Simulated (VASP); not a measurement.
# BN (Qingsongite) (F-43m) in VASP: further runs, part 2 of 2

VASP 6.6.1.

### 3 Single point, r2SCAN

This run uses another cell than the first one, of 5.88 Å³/atom, 1.031 times its volume.

The input, POSCAR:

```
BN
1.0
    0.0000000000      1.8048651813      1.8048651813
    1.8048651813      0.0000000000      1.8048651813
    1.8048651813      1.8048651813      0.0000000000
B N
1 1
Direct
    0.0000000000      0.0000000000      0.0000000000
    0.2500000000      0.2500000000      0.2500000000
```

The input, INCAR.step1:

```
SYSTEM = BN
PREC     = Accurate       ! precision mode
ENCUT    = 520            ! plane-wave cutoff, eV
ISMEAR   = 0              ! smearing method
SIGMA    = 0.02           ! smearing width, eV
LREAL    = .False.        ! projectors in reciprocal space
LASPH    = .True.         ! aspherical terms in the spheres
NELM     = 100            ! most SCF steps
NBANDS   = 11             ! bands
GGA      = PE             ! functional
ALGO     = Normal         ! electronic algorithm
EDIFF    = 1E-4           ! SCF threshold, eV
LWAVE    = .True.         ! write WAVECAR
LCHARG   = .False.        ! write CHGCAR
```

The input, INCAR.step2:

```
SYSTEM = BN
PREC     = Accurate       ! precision mode
ENCUT    = 520            ! plane-wave cutoff, eV
EDIFF    = 1E-6           ! SCF threshold, eV
ISMEAR   = 0              ! smearing method
SIGMA    = 0.02           ! smearing width, eV
LREAL    = .False.        ! projectors in reciprocal space
LASPH    = .True.         ! aspherical terms in the spheres
NELM     = 100            ! most SCF steps
ALGO     = Normal         ! electronic algorithm
ISIF     = 2              ! what is computed and relaxed
LWAVE    = .False.        ! write WAVECAR
LCHARG   = .False.        ! write CHGCAR
METAGGA  = R2SCAN         ! meta-GGA
LMIXTAU  = .True.       
NBANDS   = 11             ! bands
ISTART   = 1
```

The input, KPOINTS:

```
Automatic mesh
0
Gamma
  12 12 12
  0 0 0
```

Potentials or basis: VASP PAW PBE potentials, release 64 (B, N).

Started as:

```console
> cat potpaw_PBE.64/B/POTCAR potpaw_PBE.64/N/POTCAR > POTCAR
> cp INCAR.step1 INCAR
> mpirun -np 1 vasp_std > vasp.out
> cp INCAR.step2 INCAR
> mpirun -np 1 vasp_std > vasp.out
```

It took 90 s on 1 thread of AMD EPYC 7R13, shared host; peak memory 0.1 GiB.

The run converged. Its results:

```
Free energy            : -19.1716 eV
Pressure               : 1.1 GPa
Band gap on the k mesh : 4.98 eV, indirect (least direct gap 9.55 eV)
```

Levels at points of the mesh, in eV from the valence-band top:
```csv
k point,band 1,band 2,band 3,band 4,band 5,band 6,band 7,band 8,band 9
"(0.00, 0.00, 0.00)",-21.34,0.00,0.00,0.00,9.55,9.55,9.55,11.14,26.22
"(0.50, 0.00, 0.00)",-17.03,-11.12,-2.02,-2.02,10.85,11.49,11.49,16.45,24.94
"(0.50, 0.50, 0.00)",-15.60,-9.35,-5.12,-5.12,4.98,9.84,19.33,19.33,22.27
```

Caveat: the PAW data sets were made with another functional, which shifts forces and pressure a little.

### 4 Single point, r2SCAN (volume scaled by 1.03)

The input, POSCAR:

```
BN
1.0
    0.0000000000      1.8227362959      1.8227362959
    1.8227362959      0.0000000000      1.8227362959
    1.8227362959      1.8227362959      0.0000000000
B N
1 1
Direct
    0.0000000000      0.0000000000      0.0000000000
    0.2500000000      0.2500000000      0.2500000000
```

The input, INCAR.step1:

```
ALGO = Normal
EDIFF = 1E-4
ENCUT = 520
GGA = PE
ISMEAR = 0
LASPH = T
LCHARG = F
LREAL = F
LWAVE = T
NBANDS = 11
NELM = 60
PREC = Accurate
SIGMA = 0.02
```

The input, INCAR.step2:

```
ALGO = Normal
EDIFF = 1E-6
ENCUT = 520
ISIF = 2
ISMEAR = 0
ISTART = 1
LASPH = T
LCHARG = F
LMIXTAU = T
LREAL = F
LWAVE = F
METAGGA = R2SCAN
NBANDS = 11
NELM = 60
PREC = Accurate
SIGMA = 0.02
```

The input, KPOINTS:

```
k-points
0
Gamma
  12 12 12
```

Started as:

```console
> cat potpaw_PBE.64/B/POTCAR potpaw_PBE.64/N/POTCAR > POTCAR
> cp INCAR.step1 INCAR
> mpirun -np 1 vasp_std > vasp.out
> cp INCAR.step2 INCAR
> mpirun -np 1 vasp_std > vasp.out
```

Wall time 88 s (1 thread of AMD EPYC 7R13, shared host); peak memory 0.1 GiB.

Results (log left out):

```yaml
Free_energy: -19.1624 eV
Pressure: -10.0 GPa
Band_gap_on_the_k_mesh: 4.94 eV, indirect (least direct gap 9.40 eV)
```

Levels at points of the mesh, in eV from the valence-band top:
```csv
k point,band 1,band 2,band 3,band 4,band 5,band 6,band 7,band 8,band 9
"(0.00, 0.00, 0.00)",-21.00,0.00,0.00,0.00,9.40,9.40,9.40,10.63,25.64
"(0.50, 0.00, 0.00)",-16.83,-10.85,-1.97,-1.97,10.45,11.33,11.33,16.13,24.50
"(0.50, 0.50, 0.00)",-15.44,-9.15,-4.97,-4.97,4.94,9.66,18.86,18.86,21.75
```

Caveat: the cell differs from its parent crystal (volume scaled by 1.03); the PAW data sets were made with another functional, which shifts forces and pressure a little. A k mesh can miss the band edges.

### 5 Single point, r2SCAN (volume scaled by 1.06)

The input, POSCAR:

```
BN
1.0
    0.0000000000      1.8402636816      1.8402636816
    1.8402636816      0.0000000000      1.8402636816
    1.8402636816      1.8402636816      0.0000000000
B N
1 1
Direct
    0.0000000000      0.0000000000      0.0000000000
    0.2500000000      0.2500000000      0.2500000000
```

The input, INCAR.step1:

```
SYSTEM = BN
PREC = Accurate ; ENCUT = 520
ISMEAR = 0 ; SIGMA = 0.02
LREAL = .False. ; LASPH = .True.
NELM = 60 ; NBANDS = 11
GGA = PE ; ALGO = Normal
EDIFF = 1E-4 ; LWAVE = .True.
LCHARG = .False.
```

The input, INCAR.step2:

```
SYSTEM = BN
PREC = Accurate ; ENCUT = 520
EDIFF = 1E-6 ; ISMEAR = 0
SIGMA = 0.02 ; LREAL = .False.
LASPH = .True. ; NELM = 60
ALGO = Normal ; ISIF = 2
LWAVE = .False. ; LCHARG = .True.
METAGGA = R2SCAN ; LMIXTAU = .True.
LELF = .True. ; LVHAR = .True.
NBANDS = 11 ; ISTART = 1
```

The input, KPOINTS:

```
Automatic mesh
0
Gamma
  12 12 12
  0 0 0
```

Started as:

```console
> cat potpaw_PBE.64/B/POTCAR potpaw_PBE.64/N/POTCAR > POTCAR
> cp INCAR.step1 INCAR
> mpirun -np 1 vasp_std > vasp.out
> cp INCAR.step2 INCAR
> mpirun -np 1 vasp_std > vasp.out
```

It took 82 s on 1 thread of AMD EPYC 7R13, shared host; peak memory 0.1 GiB.

The run converged. Its results:

- Free energy: -19.1305 eV
- Pressure: -19.6 GPa
- Band gap on the k mesh: 4.91 eV, indirect (least direct gap 9.26 eV)

Levels at points of the mesh, in eV from the valence-band top:
```
           k point  band 2  band 3  band 4  band 5  band 6  band 7
(0.00, 0.00, 0.00)    0.00    0.00    0.00    9.26    9.26    9.26
(0.50, 0.00, 0.00)  -10.59   -1.91   -1.91   10.06   11.16   11.16
(0.50, 0.50, 0.00)   -8.97   -4.83   -4.83    4.91    9.49   18.41
```

Caveat: the cell differs from its parent crystal (volume scaled by 1.06); the PAW data sets were made with another functional, which shifts forces and pressure a little. A k mesh can miss the band edges.

### 6 Single point, r2SCAN

This run uses another cell than the first one, of 5.88 Å³/atom, 1.031 times its volume.

The input, POSCAR:

```
BN
1.0
    0.0000000000      1.8048651803      1.8048651803
    1.8048651803      0.0000000000      1.8048651803
    1.8048651803      1.8048651803      0.0000000000
B N
1 1
Direct
    0.0000000000      0.0000000000      0.0000000000
    0.2500000000      0.2500000000      0.2500000000
```

The input, INCAR.step1:

```
PREC = Accurate ; ENCUT = 910
ISMEAR = 0 ; SIGMA = 0.02
LREAL = F ; LASPH = T
NELM = 120 ; NBANDS = 11
GGA = PE ; ALGO = Normal
EDIFF = 1E-5 ; LWAVE = T
LCHARG = F ; GGA_COMPAT = F
```

The input, INCAR.step2:

```
PREC = Accurate ; ENCUT = 910
EDIFF = 1E-6 ; ISMEAR = 0
SIGMA = 0.02 ; LREAL = F
LASPH = T ; NELM = 120
ALGO = Normal ; ISIF = 2
LWAVE = F ; LCHARG = T
METAGGA = R2SCAN ; LMIXTAU = T
LELF = T ; LVHAR = T
NBANDS = 11 ; ISTART = 1
GGA_COMPAT = F
```

The input, KPOINTS:

```
Automatic mesh
0
Gamma
  12 12 12
```

Potentials or basis: VASP PAW PBE potentials, release 64 (B_h, N_h).

Started as:

```console
> cat potpaw_PBE.64/B_h/POTCAR potpaw_PBE.64/N_h/POTCAR > POTCAR
> cp INCAR.step1 INCAR
> mpirun -np 1 vasp_std > vasp.out
> cp INCAR.step2 INCAR
> mpirun -np 1 vasp_std > vasp.out
```

Run time: 86 s. Hardware: 1 thread of Intel Xeon Platinum 8259CL at 2.50GHz (Skylake/Cascade Lake), shared host; peak memory 0.16 GiB.

The run converged. Its results:

```
Free energy            : -19.1998 eV
Pressure               : -0.6 GPa
Band gap on the k mesh : 5.00 eV, indirect (least direct gap 9.57 eV)
```

Levels at points of the mesh, in eV from the valence-band top:
```
           k point  band 1  band 2  band 3  band 4  band 5  band 6  band 7  band 8
(0.00, 0.00, 0.00)  -21.34    0.00    0.00    0.00    9.57    9.57    9.57   11.14
(0.50, 0.00, 0.00)  -17.02  -11.11   -2.02   -2.02   10.84   11.51   11.51   16.46
(0.50, 0.50, 0.00)  -15.59   -9.34   -5.11   -5.11    5.00    9.84   19.35   19.35
```

Caveat: the cutoff is under 1.25 times the usual one of these potentials, so pressure, stress and relaxed cells hold a basis-set (Pulay) error; the PAW data sets were made with another functional, which shifts forces and pressure a little.

### 7 The runs side by side

```csv
potentials or basis,cell,cutoff (eV),second run,gap on the mesh (eV),pressure (GPa)
"VASP PAW PBE potentials, release 64 (B, N)","a = 2.527 Å, angles 60.0°, 2 atoms",520,-,5.02,13.9
"VASP PAW PBE potentials, release 64 (B, N)","a = 2.552 Å, angles 60.0°, 2 atoms",520,-,4.98,1.1
"VASP PAW PBE potentials, release 64 (B, N)","a = 2.578 Å, angles 60.0°, 2 atoms",520,-,4.94,-10.0
"VASP PAW PBE potentials, release 64 (B, N)","a = 2.603 Å, angles 60.0°, 2 atoms",520,-,4.91,-19.6
"VASP PAW PBE potentials, release 64 (B_h, N_h)","a = 2.552 Å, angles 60.0°, 2 atoms",910,hard_potentials,5.00,-0.6
```

Alike in all rows: task single point; level r2SCAN; no spin polarisation; k mesh 12 × 12 × 12; smearing gaussian 0.02 eV.

Caveats: the PAW data sets were made with another functional, which shifts forces and pressure a little; the cutoff is under 1.25 times the usual one of these potentials, so pressure, stress and relaxed cells hold a basis-set (Pulay) error (some runs).

Total energies depend on the potentials used, so only differences within one code and one set of settings carry meaning.

### 8 How close it comes

Step 3. Against the measured gap of BN, 6.4 eV (indirect; 300 K; a printed reference work, monograph), the calculated 4.98 eV is off by -1.42 eV. The value is that of r2SCAN on a finite k mesh, which can miss the band edges, without temperature or zero-point motion.

Step 6. Measured gap of BN: 6.4 eV (indirect; 300 K; a printed reference work, monograph). This calculation gives 5.00 eV (-1.40 eV). The value is that of r2SCAN on a finite k mesh, which can miss the band edges, without temperature or zero-point motion.
